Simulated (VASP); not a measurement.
# TiB2 (P6/mmm) in VASP: notebook

Runs on TiB2. Level: PBE. Tasks: core levels, phonons.

Program: VASP 6.6.1. These are calculated values, not measurements. Logs are shortened: lines on timing, memory, paths and dates and some standing lists are left out, and cuts for length are marked.

### 1 Starting point

The structure is hexagonal, space group P6/mmm (No. 191). The conventional cell has a = 3.029 Å, b = 3.029 Å, c = 3.228 Å, α = 90.00°, β = 90.00°, γ = 120.00°. Around Ti (site symmetry 6/mmm) lie 12 B at 2.38 Å. B (site symmetry -6m2) has 3 B at 1.75 Å as nearest neighbours.

### 2 Core levels, PBE

File INCAR:

```
SYSTEM = TiB2
PREC = Accurate
ENCUT = 520
EDIFF = 1E-6
ISMEAR = 0
SIGMA = 0.02
LREAL = .False.
LASPH = .True.
NELM = 60
ALGO = Normal
ISIF = 2
LWAVE = .False.
LCHARG = .False.
GGA = PE
ICORELEVEL = 1
```

File KPOINTS:

```
Automatic mesh
0
Gamma
  10 10 8
  0 0 0
```

File POSCAR:

```
TiB2
1.0
    3.0292000000      0.0000000000      0.0000000000
   -1.5146000000      2.6233641531      0.0000000000
    0.0000000000      0.0000000000      3.2284000000
Ti B
1 2
Direct
    0.0000000000      0.0000000000      0.0000000000
    0.6666666667      0.3333333333      0.5000000000
    0.3333333333      0.6666666667      0.5000000000
```

Potentials or basis: VASP PAW PBE potentials, release 64 (Ti_sv, B).

On the command line:

```sh
$ cat potpaw_PBE.64/Ti_sv/POTCAR potpaw_PBE.64/B/POTCAR > POTCAR
$ mpirun -np 1 vasp_std > vasp.out
```

OUTCAR:

```text
SYSTEM = TiB2
   PREC = Accurate
   ENCUT = 520
   EDIFF = 1E-6
   ISMEAR = 0
   LREAL = .False.
   LASPH = .True.
   NELM = 60
   ISIF = 2
   GGA = PE

 ion  position               nearest neighbor table
   1  0.000  0.000  0.000-   2 2.38   3 2.38   2 2.38   3 2.38   3 2.38   3 2.38   2 2.38   2 2.38
                             2 2.38   2 2.38   3 2.38   3 2.38
   2  0.667  0.333  0.500-   3 1.75   3 1.75   3 1.75   1 2.38   1 2.38   1 2.38   1 2.38   1 2.38
                             1 2.38
   3  0.333  0.667  0.500-   2 1.75   2 1.75   2 1.75   1 2.38   1 2.38   1 2.38   1 2.38   1 2.38
                             1 2.38

  LATTYP: Found a hexagonal cell.
 ALAT       =     3.0292000000
 C/A-ratio  =     1.0657599366

  Lattice vectors:

 A1 = (   3.0292000000,   0.0000000000,   0.0000000000)
 A2 = (  -1.5146000000,   2.6233641531,   0.0000000000)
 A3 = (   0.0000000000,   0.0000000000,   3.2284000000)

Analysis of symmetry for initial positions (statically):
=====================================================================
 Subroutine PRICEL returns:
 Original cell was already a primitive cell.

 Routine SETGRP: Setting up the symmetry group for a
 hexagonal supercell.

 Subroutine GETGRP returns: Found 24 space group operations
 (whereof 24 operations were pure point group operations)
 out of a pool of 24 trial point group operations.

The static configuration has the point symmetry D_6h.

Analysis of symmetry for dynamics (positions and initial velocities):
=====================================================================
 Subroutine PRICEL returns:
 Original cell was already a primitive cell.

 Routine SETGRP: Setting up the symmetry group for a
 hexagonal supercell.

 Subroutine GETGRP returns: Found 24 space group operations
 (whereof 24 operations were pure point group operations)
 out of a pool of 24 trial point group operations.

The dynamic configuration has the point symmetry D_6h.

 Subroutine INISYM returns: Found 24 space group operations
 (whereof 24 operations are pure point group operations),
 and found     1 'primitive' translations

----------------------------------------------------------------------------------------

                                     Primitive cell

  volume of cell :      25.6551

  direct lattice vectors                    reciprocal lattice vectors
     3.029200000  0.000000000  0.000000000     0.330120164  0.190594965  0.000000000
    -1.514600000  2.623364153  0.000000000     0.000000000  0.381189931  0.000000000
     0.000000000  0.000000000  3.228400000     0.000000000  0.000000000  0.309750960

  length of vectors
     3.029200000  3.029200000  3.228400000     0.381189931  0.381189931  0.309750960

  position of ions in fractional coordinates (direct lattice)
     0.000000000  0.000000000  0.000000000
     0.666666667  0.333333333  0.500000000
     0.333333333  0.666666667  0.500000000

  ion indices of the primitive-cell ions
   primitive index   ion index
                 1           1
                 2           2
                 3           3

----------------------------------------------------------------------------------------

 KPOINTS: Automatic mesh

Automatic generation of k-mesh.
 Grid dimensions read from file:
 generate k-points for:   10   10    8

 Generating k-lattice:

  Cartesian coordinates                     Fractional coordinates (reciprocal lattice)
     0.033012016  0.019059497  0.000000000     0.100000000  0.000000000  0.000000000
     0.000000000  0.038118993  0.000000000     0.000000000  0.100000000  0.000000000
     0.000000000  0.000000000  0.038718870     0.000000000  0.000000000  0.125000000

  Length of vectors
     0.038118993  0.038118993  0.038718870

  Shift w.r.t. Gamma in fractional coordinates (k-lattice)
     0.000000000  0.000000000  0.000000000

 Subroutine IBZKPT returns following result:
 ===========================================

 Found     70 irreducible k-points:

 Following reciprocal coordinates:
            Coordinates               Weight
  0.000000  0.000000  0.000000      1.000000
  0.100000 -0.000000  0.000000      6.000000
  0.200000 -0.000000  0.000000      6.000000
  0.300000 -0.000000  0.000000      6.000000
  0.400000 -0.000000  0.000000      6.000000
  0.500000 -0.000000  0.000000      3.000000
[... 16 lines left out ...]
  0.300000  0.100000  0.125000     24.000000
  0.400000  0.100000  0.125000     24.000000
 [... further k-points ...]
   k-points           NKPTS =     70   k-points in BZ     NKDIM =     70   number of bands    NBANDS=     13
   number of dos      NEDOS =    301   number of ions     NIONS =      3
   total plane-waves  NPLWV =  13824
   dimension x,y,z NGX =    24 NGY =   24 NGZ =   24
   dimension x,y,z NGXF=    48 NGYF=   48 NGZF=   48
   ions per type =               1   2
   NGX,Y,Z   is equivalent  to a cutoff of  13.17, 13.17, 12.36 a.u.
   NGXF,Y,Z  is equivalent  to a cutoff of  26.34, 26.34, 24.72 a.u.
 SYSTEM =  TiB2
   PREC   = accura    normal or accurate (medium, high low for compatibility)
   ISTART =      0    job   : 0-new  1-cont  2-samecut
   ICHARG =      2    charge: 1-file 2-atom 10-const
   ISPIN  =      1    spin polarized calculation?
   LNONCOLLINEAR =      F non collinear calculations
   LSORBIT =      F    spin-orbit coupling
   LASPH  =      T    aspherical Exc in radial PAW
   ENCUT  =  520.0 eV  38.22 Ry    6.18 a.u.   5.63  5.63  6.00*2*pi/ulx,y,z
   NELM   =     60;   NELMIN=  2; NELMDL= -5     # of ELM steps
   EDIFF  = 0.1E-05   stopping-criterion for ELM
   LREAL  =      F    real-space projection
   EDIFFG = 0.1E-04   stopping-criterion for IOM
   NSW    =      0    number of steps for IOM
   IBRION =     -1    ionic relax: 0-MD 1-quasi-New 2-CG
   NFREE  =      0    steps in history (QN), initial steepest desc. (CG)
   ISIF   =      2    stress and relaxation
   ISYM   =      2    0-nonsym 1-usesym 2-fastsym
   POTIM  = 0.5000    time-step for ionic-motion
   TEBEG  =    0.0;   TEEND  =   0.0 temperature during run
   PSTRESS=    0.0 pullay stress
   NELECT =      18.0000    total number of electrons
   NUPDOWN=      -1.0000    fix difference up-down
   EMIN   =  10.00;   EMAX   =-10.00  energy-range for DOS
   EFERMI =   0.00;   METHOD = LEGACY
   ISMEAR =     0;   SIGMA  =   0.02  broadening in eV -4-tet -1-fermi 0-gaus
   EFERMI_NEDOS =   21; number of points for ismear=-14 and -15
   IALGO  =     38    algorithm
   IMIX   =      4    mixing-type and parameters
     AMIX     =   0.40;   BMIX     =  1.00
     AMIX_MAG =   1.60;   BMIX_MAG =  1.00
  volume/ion in A,a.u.               =       8.55        57.71
  Fermi-wavevector in a.u.,A,eV,Ry     =   1.454703  2.748990 28.792122  2.116161
  Thomas-Fermi vector in A             =   2.571823
   LORBIT       =      0    0 simple, 1 ext, 2 COOP (PROOUT), +10 PAW based schemes
   GGA     = PE    functional components
   LHFCALC =     F    Hartree Fock is set to
   AEXX    =    0.0000 exact exchange contribution
   IVDW    =     0    specifies the selected vdW correction
   LEPSILON=     F    determine dielectric tensor
   LRPA    =     F    only Hartree local field effects (RPA)
 non-spin polarized calculation
 Gauss-broadening in eV      SIGMA  =   0.02
  energy-cutoff  :      520.00
  volume of cell :       25.66
 maximum number of plane-waves:       721
 NGX is ok and might be reduce to    24
   NGX = 11   NGY = 11   NGZ = 13

 number of electron      18.0000002 magnetization

 Free energy of the ion-electron system (eV)
  ---------------------------------------------------
  ext. energy  EPLUGINS =         0.00000000
  ---------------------------------------------------
  free energy    TOTEN  =       -24.42044768 eV

  energy without entropy =      -24.42004673  energy(sigma->0) =      -24.42024721

 the core state eigenenergies are
   1-  1s  -4852.7861  2s   -521.4464  2p   -428.7317
   2-  1s   -162.9885
   3-  1s   -162.9885

 E-fermi :   9.9375     XC(G=0): -12.7685

 val. band max:        9.9142748429   @ k =   0.2000   0.2000   0.1250
 cond. band min:       9.9401129784   @ k =   0.3000   0.2000   0.0000
 fundamental gap:      0.0258381356
 Fermi energy:         9.9375111313

 k-point     1 :       0.0000    0.0000    0.0000
  band No.  band energies     occupation
      1     -46.9614      2.00000
      2     -23.3015      2.00000
      3     -23.0039      2.00000
      4     -23.0039      2.00000
      5      -3.5058      2.00000
      6       7.3971      2.00000
      7       7.3971      2.00000
      8       7.6718      2.00000
      9       7.8866      2.00000
     10      11.8898      0.00000
     11      11.8898      0.00000
     12      13.6447      0.00000
     13      13.6447      0.00000

 k-point     2 :       0.1000   -0.0000    0.0000
  band No.  band energies     occupation
      1     -46.9562      2.00000
      2     -23.2949      2.00000
      3     -23.0435      2.00000
      4     -23.0129      2.00000
      5      -3.3137      2.00000
      6       6.8530      2.00000
      7       7.3617      2.00000
      8       7.5244      2.00000
      9       7.9830      2.00000
     10      11.8334      0.00000
     11      12.2120      0.00000
     12      12.9721      0.00000
     13      13.0989      0.00000

 k-point     3 :       0.2000   -0.0000    0.0000
  band No.  band energies     occupation
      1     -46.9426      2.00000
      2     -23.2776      2.00000
      3     -23.1461      2.00000
      4     -23.0363      2.00000
      5      -2.7529      2.00000
      6       5.5327      2.00000
      7       7.2253      2.00000
      8       7.2322      2.00000
      9       8.1543      2.00000
     10      11.6895      0.00000
     11      12.1983      0.00000
     12      12.5722      0.00000
     13      12.9335      0.00000
[... 209 lines left out ...]
 k-point    17 :       0.2000   -0.0000    0.1250
  band No.  band energies     occupation
      1     -46.9405      2.00000
      2     -23.3060      2.00000
      3     -23.1428      2.00000
      4     -23.0337      2.00000
      5      -2.5750      2.00000
      6       5.5756      2.00000
      7       6.3851      2.00000
      8       7.2186      2.00000
      9       8.6903      2.00000
     10      11.2625      0.00000
     11      11.7245      0.00000
     12      12.9935      0.00000
     13      13.2794      0.00000

 k-point    18 :       0.3000   -0.0000    0.1250
  band No.  band energies     occupation
      1     -46.9237      2.00000
      2     -23.2844      2.00000
      3     -23.2658      2.00000
      4     -23.0622      2.00000
      5      -1.7181      2.00000
      6       3.9329      2.00000
      7       6.5626      2.00000
      8       6.8637      2.00000
      9       8.2620      2.00000
     10      11.4506      0.00000
     11      11.8698      0.00000
     12      12.8335      0.00000
     13      13.6873      0.00000

------------------------ aborting loop because EDIFF is reached ----------------------------------------

  FORCE on cell =-STRESS in cart. coord.  units (eV):
  Direction    XX          YY          ZZ          XY          YZ          ZX
  --------------------------------------------------------------------------------------
  -------------------------------------------------------------------------------------
  Total        0.0816853      0.0816853      0.0759785      0.0000000      0.0000000      0.0000000
  in kB        5.1012961      5.1012961      4.7449028      0.0000000      0.0000000      0.0000000
  external PRESSURE =       4.9824983 kB  Pullay stress =       0.0000000 kB

 VOLUME and BASIS-vectors are now :
 -----------------------------------------------------------------------------
  energy-cutoff  :      520.00
  volume of cell :       25.66
      direct lattice vectors                 reciprocal lattice vectors
     3.029200000  0.000000000  0.000000000     0.330120164  0.190594965  0.000000000
    -1.514600000  2.623364153  0.000000000     0.000000000  0.381189931  0.000000000
     0.000000000  0.000000000  3.228400000     0.000000000  0.000000000  0.309750960

 POSITION                                       TOTAL-FORCE (eV/Angst)
 -----------------------------------------------------------------------------------
      0.00000      0.00000      0.00000        -0.000000      0.000000     -0.000000
      1.51460      0.87445      1.61420         0.000000     -0.000000     -0.000000
     -0.00000      1.74891      1.61420        -0.000000      0.000000      0.000000
 -----------------------------------------------------------------------------------
    total drift:                               -0.000000      0.000000      0.000000

  FREE ENERGIE OF THE ION-ELECTRON SYSTEM (eV)
  ---------------------------------------------------
  free  energy   TOTEN  =       -24.4204476837 eV

  energy  without entropy=      -24.4200467287  energy(sigma->0) =      -24.42024721
```

Run time: 20 s. Hardware: 1 thread of Intel Xeon Platinum 8259CL at 2.50GHz (Skylake/Cascade Lake), shared host; peak memory 0.15 GiB.

What came out:

```yaml
Free_energy: -24.4204 eV
Pressure: 0.5 GPa
Band_gap_on_the_k_mesh: none (metal or under the smearing width)
```

Core levels (eV, on the scale of the bands):
```csv
atom,levels
1 Ti,"1s -4852.8, 2s -521.4, 2p -428.7"
2 B,1s -163.0
3 B,1s -163.0
```

(Continued in part 2 of 2.)
